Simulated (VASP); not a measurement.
# KCl (Sylvite) (Fm-3m) in VASP: a series of runs

KCl (Sylvite) is run at these levels: r2SCAN; tasks: single point.

Program: VASP 6.6.1. These are calculated values, not measurements. Logs are shortened: lines on timing, memory, paths and dates and some standing lists are left out, and cuts for length are marked.

**Experimental background.**

From a printed reference work, monograph, for a bulk crystal of KCl: band gap 8.68 eV.

The runs below are set against these values where they give the same quantity.

## 1. The cell of the first run

It takes space group Fm-3m (No. 225, cubic). The conventional cell has a = 6.207 Å, b = 6.207 Å, c = 6.207 Å, α = 90.00°, β = 90.00°, γ = 90.00°. Within 4.1 Å of K (site symmetry m-3m) lie 6 Cl at 3.10 Å. Cl (site symmetry m-3m) has 6 K at 3.10 Å within 4.1 Å.

## 2. Single point, r2SCAN (volume scaled by 0.960)

File POSCAR:

```
KCl
1.0
    0.0000000000      3.1035414181      3.1035414181
    3.1035414181      0.0000000000      3.1035414181
    3.1035414181      3.1035414181      0.0000000000
K Cl
1 1
Direct
    0.0000000000      0.0000000000      0.0000000000
    0.5000000000      0.5000000000      0.5000000000
```

File INCAR.step1:

```
SYSTEM = KCl
  PREC = Accurate
  ENCUT = 520
  ISMEAR = 0
  SIGMA = 0.05
  LREAL = .False.
  LASPH = .True.
  NELM = 100
  NBANDS = 15
  GGA = PE
  ALGO = Normal
  EDIFF = 1E-4
  LWAVE = .True.
  LCHARG = .False.
```

File INCAR.step2:

```
SYSTEM = KCl
  PREC = Accurate
  ENCUT = 520
  EDIFF = 1E-6
  ISMEAR = 0
  SIGMA = 0.05
  LREAL = .False.
  LASPH = .True.
  NELM = 100
  ALGO = Normal
  ISIF = 2
  LWAVE = .False.
  LCHARG = .False.
  METAGGA = R2SCAN
  LMIXTAU = .True.
  NBANDS = 15
  ISTART = 1
```

File KPOINTS:

```
regular mesh
0
Gamma
  6 6 6
  0 0 0
```

Potentials or basis: VASP PAW PBE potentials, release 64 (K_sv, Cl).

On the command line:

```
$ cat potpaw_PBE.64/K_sv/POTCAR potpaw_PBE.64/Cl/POTCAR > POTCAR
$ cp INCAR.step1 INCAR
$ mpirun -np 1 vasp_std > vasp.out
$ cp INCAR.step2 INCAR
$ mpirun -np 1 vasp_std > vasp.out
```

OUTCAR:

```text
SYSTEM = KCl
   PREC = Accurate
   ENCUT = 520
   EDIFF = 1E-6
   ISMEAR = 0
   LREAL = .False.
   LASPH = .True.
   NELM = 100
   ISIF = 2
   METAGGA = R2SCAN
   ISTART = 1

 ion  position               nearest neighbor table
   1  0.000  0.000  0.000-   2 3.10   2 3.10   2 3.10   2 3.10   2 3.10   2 3.10
   2  0.500  0.500  0.500-   1 3.10   1 3.10   1 3.10   1 3.10   1 3.10   1 3.10

  LATTYP: Found a face centered cubic cell.
 ALAT       =     6.2070828362

  Lattice vectors:

 A1 = (   0.0000000000,   3.1035414181,   3.1035414181)
 A2 = (   3.1035414181,   0.0000000000,   3.1035414181)
 A3 = (   3.1035414181,   3.1035414181,   0.0000000000)

Analysis of symmetry for initial positions (statically):
=====================================================================
 Subroutine PRICEL returns:
 Original cell was already a primitive cell.

 Routine SETGRP: Setting up the symmetry group for a
 face centered cubic supercell.

 Subroutine GETGRP returns: Found 48 space group operations
 (whereof 48 operations were pure point group operations)
 out of a pool of 48 trial point group operations.

The static configuration has the point symmetry O_h .

Analysis of symmetry for dynamics (positions and initial velocities):
=====================================================================
 Subroutine PRICEL returns:
 Original cell was already a primitive cell.

 Routine SETGRP: Setting up the symmetry group for a
 face centered cubic supercell.

 Subroutine GETGRP returns: Found 48 space group operations
 (whereof 48 operations were pure point group operations)
 out of a pool of 48 trial point group operations.

The dynamic configuration has the point symmetry O_h .

 Subroutine INISYM returns: Found 48 space group operations
 (whereof 48 operations are pure point group operations),
 and found     1 'primitive' translations

----------------------------------------------------------------------------------------

                                     Primitive cell

  volume of cell :      59.7864

  direct lattice vectors                    reciprocal lattice vectors
     0.000000000  3.103541418  3.103541418    -0.161106276  0.161106276  0.161106276
     3.103541418  0.000000000  3.103541418     0.161106276 -0.161106276  0.161106276
     3.103541418  3.103541418  0.000000000     0.161106276  0.161106276 -0.161106276

  length of vectors
     4.389070365  4.389070365  4.389070365     0.279044255  0.279044255  0.279044255

  position of ions in fractional coordinates (direct lattice)
     0.000000000  0.000000000  0.000000000
     0.500000000  0.500000000  0.500000000

  ion indices of the primitive-cell ions
   primitive index   ion index
                 1           1
                 2           2

----------------------------------------------------------------------------------------

 KPOINTS: regular mesh

Automatic generation of k-mesh.
 Grid dimensions read from file:
 generate k-points for:    6    6    6

 Generating k-lattice:

  Cartesian coordinates                     Fractional coordinates (reciprocal lattice)
    -0.026851046  0.026851046  0.026851046     0.166666667  0.000000000  0.000000000
     0.026851046 -0.026851046  0.026851046     0.000000000  0.166666667  0.000000000
     0.026851046  0.026851046 -0.026851046     0.000000000  0.000000000  0.166666667

  Length of vectors
     0.046507376  0.046507376  0.046507376

  Shift w.r.t. Gamma in fractional coordinates (k-lattice)
     0.000000000  0.000000000  0.000000000

 Subroutine IBZKPT returns following result:
 ===========================================

 Found     16 irreducible k-points:

 Following reciprocal coordinates:
            Coordinates               Weight
  0.000000  0.000000  0.000000      1.000000
  0.166667  0.000000  0.000000      8.000000
  0.333333  0.000000  0.000000      8.000000
  0.500000  0.000000  0.000000      4.000000
  0.166667  0.166667  0.000000      6.000000
  0.333333  0.166667  0.000000     24.000000
[... 8 lines left out ...]
 -0.333333  0.333333  0.166667     24.000000
 -0.333333  0.500000  0.166667     12.000000
   k-points           NKPTS =     16   k-points in BZ     NKDIM =     16   number of bands    NBANDS=     15
   number of dos      NEDOS =    301   number of ions     NIONS =      2
   total plane-waves  NPLWV =  46656
   dimension x,y,z NGX =    36 NGY =   36 NGZ =   36
   dimension x,y,z NGXF=    72 NGYF=   72 NGZF=   72
   ions per type =               1   1
   NGX,Y,Z   is equivalent  to a cutoff of  13.64, 13.64, 13.64 a.u.
   NGXF,Y,Z  is equivalent  to a cutoff of  27.27, 27.27, 27.27 a.u.
 SYSTEM =  KCl
   PREC   = accura    normal or accurate (medium, high low for compatibility)
   ISTART =      1    job   : 0-new  1-cont  2-samecut
   ICHARG =      0    charge: 1-file 2-atom 10-const
   ISPIN  =      1    spin polarized calculation?
   LNONCOLLINEAR =      F non collinear calculations
   LSORBIT =      F    spin-orbit coupling
   LASPH  =      T    aspherical Exc in radial PAW
   ENCUT  =  520.0 eV  38.22 Ry    6.18 a.u.   8.16  8.16  8.16*2*pi/ulx,y,z
   NELM   =    100;   NELMIN=  2; NELMDL=  0     # of ELM steps
   EDIFF  = 0.1E-05   stopping-criterion for ELM
   LREAL  =      F    real-space projection
   EDIFFG = 0.1E-04   stopping-criterion for IOM
   NSW    =      0    number of steps for IOM
   IBRION =     -1    ionic relax: 0-MD 1-quasi-New 2-CG
   NFREE  =      0    steps in history (QN), initial steepest desc. (CG)
   ISIF   =      2    stress and relaxation
   ISYM   =      2    0-nonsym 1-usesym 2-fastsym
   POTIM  = 0.5000    time-step for ionic-motion
   TEBEG  =    0.0;   TEEND  =   0.0 temperature during run
   PSTRESS=    0.0 pullay stress
   NELECT =      16.0000    total number of electrons
   NUPDOWN=      -1.0000    fix difference up-down
   EMIN   =  10.00;   EMAX   =-10.00  energy-range for DOS
   EFERMI =   0.00;   METHOD = LEGACY
   ISMEAR =     0;   SIGMA  =   0.05  broadening in eV -4-tet -1-fermi 0-gaus
   EFERMI_NEDOS =   21; number of points for ismear=-14 and -15
   IALGO  =     38    algorithm
   IMIX   =      4    mixing-type and parameters
     AMIX     =   0.40;   BMIX     =  1.00
     AMIX_MAG =   1.60;   BMIX_MAG =  1.00
  volume/ion in A,a.u.               =      29.89       201.73
  Fermi-wavevector in a.u.,A,eV,Ry     =   1.054987  1.993637 15.143263  1.112998
  Thomas-Fermi vector in A             =   2.190169
   LORBIT       =      0    0 simple, 1 ext, 2 COOP (PROOUT), +10 PAW based schemes
   METAGGA = R2SCAN    functional components
   LHFCALC =     F    Hartree Fock is set to
   AEXX    =    0.0000 exact exchange contribution
   IVDW    =     0    specifies the selected vdW correction
   LEPSILON=     F    determine dielectric tensor
   LRPA    =     F    only Hartree local field effects (RPA)
 non-spin polarized calculation
 Gauss-broadening in eV      SIGMA  =   0.05
  energy-cutoff  :      520.00
  volume of cell :       59.79
 maximum number of plane-waves:      1639
 NGX is ok and might be reduce to    36
   NGX = 17   NGY = 17   NGZ = 17

 number of electron      16.0000002 magnetization

 Free energy of the ion-electron system (eV)
  ---------------------------------------------------
  ext. energy  EPLUGINS =         0.00000000
  ---------------------------------------------------
  free energy    TOTEN  =       -16.49926141 eV

  energy without entropy =      -16.49926141  energy(sigma->0) =      -16.49926141

 E-fermi :  -1.7536     XC(G=0):  -8.1397

 val. band max:       -2.0960715060   @ k =   0.0000   0.0000   0.0000
 cond. band min:       3.8834415749   @ k =   0.0000   0.0000   0.0000
 fundamental gap:      5.9795130809
 Fermi energy:        -1.7536183089

 k-point     1 :       0.0000    0.0000    0.0000
  band No.  band energies     occupation
      1     -30.2656      2.00000
      2     -14.8152      2.00000
      3     -12.9580      2.00000
      4     -12.9580      2.00000
      5     -12.9580      2.00000
      6      -2.0961      2.00000
      7      -2.0961      2.00000
      8      -2.0961      2.00000
      9       3.8834      0.00000
     10       6.9516      0.00000
     11       6.9516      0.00000
     12       6.9516      0.00000
     13       8.0189      0.00000
     14       8.0189      0.00000
     15      11.4290      0.00000

 k-point     2 :       0.1667    0.0000    0.0000
  band No.  band energies     occupation
      1     -30.2623      2.00000
      2     -14.8641      2.00000
      3     -12.9603      2.00000
      4     -12.9603      2.00000
      5     -12.8926      2.00000
      6      -2.4248      2.00000
      7      -2.1897      2.00000
      8      -2.1897      2.00000
      9       4.5413      0.00000
     10       6.7423      0.00000
     11       7.3258      0.00000
     12       7.3258      0.00000
     13       8.4307      0.00000
     14       8.4307      0.00000
     15      12.4979      0.00000

 k-point     3 :       0.3333    0.0000    0.0000
  band No.  band energies     occupation
      1     -30.2559      2.00000
      2     -14.9535      2.00000
      3     -12.9648      2.00000
      4     -12.9648      2.00000
      5     -12.7693      2.00000
      6      -2.9757      2.00000
      7      -2.3671      2.00000
      8      -2.3671      2.00000
      9       5.7307      0.00000
     10       6.8717      0.00000
     11       8.3485      0.00000
     12       8.3485      0.00000
     13       9.4697      0.00000
     14       9.4697      0.00000
     15      11.9241      0.00000
[... 199 lines left out ...]
 k-point    15 :      -0.3333    0.3333    0.1667
  band No.  band energies     occupation
      1     -30.2498      2.00000
      2     -14.8526      2.00000
      3     -13.0460      2.00000
      4     -13.0256      2.00000
      5     -12.8430      2.00000
      6      -2.8518      2.00000
      7      -2.5631      2.00000
      8      -2.4775      2.00000
      9       6.4919      0.00000
     10       6.7457      0.00000
     11       8.7636      0.00000
     12       8.9435      0.00000
     13      10.0625      0.00000
     14      10.8461      0.00000
     15      10.8807      0.00000

 k-point    16 :      -0.3333    0.5000    0.1667
  band No.  band energies     occupation
      1     -30.2489      2.00000
      2     -14.7760      2.00000
      3     -13.0967      2.00000
      4     -13.0469      2.00000
      5     -12.9047      2.00000
      6      -2.7020      2.00000
      7      -2.5471      2.00000
      8      -2.4753      2.00000
      9       5.6895      0.00000
     10       7.5440      0.00000
     11       8.0766      0.00000
     12       9.1550      0.00000
     13       9.8928      0.00000
     14      10.5922      0.00000
     15      11.2623      0.00000

------------------------ aborting loop because EDIFF is reached ----------------------------------------

  FORCE on cell =-STRESS in cart. coord.  units (eV):
  Direction    XX          YY          ZZ          XY          YZ          ZX
  --------------------------------------------------------------------------------------
  -------------------------------------------------------------------------------------
  Total        0.3233646      0.3233646      0.3233646      0.0000000      0.0000000     -0.0000000
  in kB        8.6656344      8.6656344      8.6656344      0.0000000      0.0000000     -0.0000000
  external PRESSURE =       8.6656344 kB  Pullay stress =       0.0000000 kB

 VOLUME and BASIS-vectors are now :
 -----------------------------------------------------------------------------
  energy-cutoff  :      520.00
  volume of cell :       59.79
      direct lattice vectors                 reciprocal lattice vectors
     0.000000000  3.103541418  3.103541418    -0.161106276  0.161106276  0.161106276
     3.103541418  0.000000000  3.103541418     0.161106276 -0.161106276  0.161106276
     3.103541418  3.103541418  0.000000000     0.161106276  0.161106276 -0.161106276

 POSITION                                       TOTAL-FORCE (eV/Angst)
 -----------------------------------------------------------------------------------
      0.00000      0.00000      0.00000        -0.000000     -0.000000      0.000000
      3.10354      3.10354      3.10354         0.000000      0.000000     -0.000000
 -----------------------------------------------------------------------------------
    total drift:                                0.000000      0.000000      0.000000

  FREE ENERGIE OF THE ION-ELECTRON SYSTEM (eV)
  ---------------------------------------------------
  free  energy   TOTEN  =       -16.4992614060 eV

  energy  without entropy=      -16.4992614060  energy(sigma->0) =      -16.49926141
```

It took 2.3 min on 1 thread of AMD EPYC 7R43 (Zen 3), shared host; peak memory 0.17 GiB.

Results:

* Free energy: -16.4993 eV
* Pressure: 0.9 GPa
* Band gap on the k mesh: 5.98 eV, direct

Caveat: the PAW data sets were made with another functional, which shifts forces and pressure a little.

[end of part 1 of 2]
